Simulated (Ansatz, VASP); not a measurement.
**CuI (Marshite) in VASP and in Ansatz**

```
Cu I
1.0
     2.83898    2.83898    0.00000
    -2.83898    2.83898    0.00000
     0.00000    2.83898    2.83898
Cu I
1 1
Direct
  0.75000 0.25000 0.50000
  0.00000 0.00000 0.00000
```

Alike in both runs: task single point; functional LDA; k mesh 6 × 6 × 6; no spin polarisation.

|  | VASP | Ansatz |
| --- | --- | --- |
| version | VASP 6.6.1 | Ansatz 0.2.0 |
| potentials or method | VASP PAW LDA potentials, release 64 (Cu, I), cutoff 520 eV | all-electron LAPW, scalar-relativistic |
| occupations | gaussian, width 0.01 eV | fixed |

|  | VASP | Ansatz | Ansatz less VASP |
| --- | --- | --- | --- |
| gap on the k mesh at the Fermi level (eV) | 1.60 | 1.53 | -0.069 |
| pressure (GPa) | 7.4 | 7.0 | -0.38 |

Ansatz ran all-electron here, so the differences hold the error of VASP's frozen core and of both bases.

Caveats: spin-orbit coupling is left out, which moves the levels of the heavy elements. Expect the measured gap to be larger: semilocal functionals such as LDA lack the derivative discontinuity.
